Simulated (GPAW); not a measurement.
Input of a GPAW 26.7.0 run:

The input run.py:

```python
from ase import Atoms
from ase.eos import EquationOfState
from ase.io import Trajectory
from ase.units import GPa
from gpaw import GPAW, PW, setup_paths

setup_paths.insert(0, '.')

atoms = Atoms(['Al', 'Al', 'Al', 'Al', 'O', 'O', 'O', 'O', 'O', 'O'],
              cell=[[2.38025, 1.3742379782, 4.3318666667],
                    [-2.38025, 1.3742379782, 4.3318666667],
                    [0.0, -2.7484759565, 4.3318666667]],
              scaled_positions=[[0.85216, 0.85216, 0.85216],
                                [0.64784, 0.64784, 0.64784],
                                [0.14784, 0.14784, 0.14784],
                                [0.35216, 0.35216, 0.35216],
                                [0.05668, 0.75, 0.44332],
                                [0.75, 0.44332, 0.05668],
                                [0.44332, 0.05668, 0.75],
                                [0.94332, 0.25, 0.55668],
                                [0.25, 0.55668, 0.94332],
                                [0.55668, 0.94332, 0.25]],
              pbc=True)

traj = Trajectory('eos.traj', 'w')
volumes, energies = [], []
for x in [0.94, 0.96, 0.98, 1.0, 1.02, 1.04, 1.06]:
    a = atoms.copy()
    a.set_cell(atoms.cell * x**(1 / 3), scale_atoms=True)
    calc = GPAW(mode=PW(800),
                xc='PBEsol',
                kpts={'size': (5, 5, 5), 'gamma': True},
                occupations={'name': 'fermi-dirac', 'width': 0.05},
                nbands=44,
                convergence={'density': 1e-05, 'energy': 1e-05},
                maxiter=150,
                txt=f'eos-{x:.2f}.txt')
    a.calc = calc
    energies.append(a.get_potential_energy(force_consistent=True))
    volumes.append(a.get_volume())
    p = -a.get_stress()[:3].mean() / GPa
    calc.write(f'eos-{x:.2f}.gpw')
    traj.write(a)
    print(f'{x:.2f} {volumes[-1]:10.4f} A^3 {energies[-1]:14.6f} eV {p:9.3f} GPa', flush=True)

v0, e0, B = EquationOfState(volumes, energies, eos='birchmurnaghan').fit()
print(f'V0 = {v0:.4f} A^3, E0 = {e0:.6f} eV, B0 = {B / GPa:.2f} GPa')
```

Potentials or basis: PAW data sets generated in the run's folder for this functional, pw.

Command:

```console
$ gpaw-setup -f PBEsol Al O
$ OMP_NUM_THREADS=1 python run.py
```

Q: What does it give for the pressure derivative of the bulk modulus?

A: 4.1.

Q: Estimate the equilibrium volume.

A: 8.65 Å³/atom.

Energy against volume, from the lowest point:
| volume (Å³/atom) | energy (meV/atom) |
| --- | --- |
| 7.992 | 43.85 |
| 8.162 | 23.30 |
| 8.332 | 9.55 |
| 8.502 | 1.99 |
| 8.672 | 0.00 |
| 8.842 | 3.05 |
| 9.012 | 10.69 |

Caveat: the cell was scaled at fixed shape and fractional positions, which overstates the stiffness of a crystal with free parameters, most of all of layers and chains.
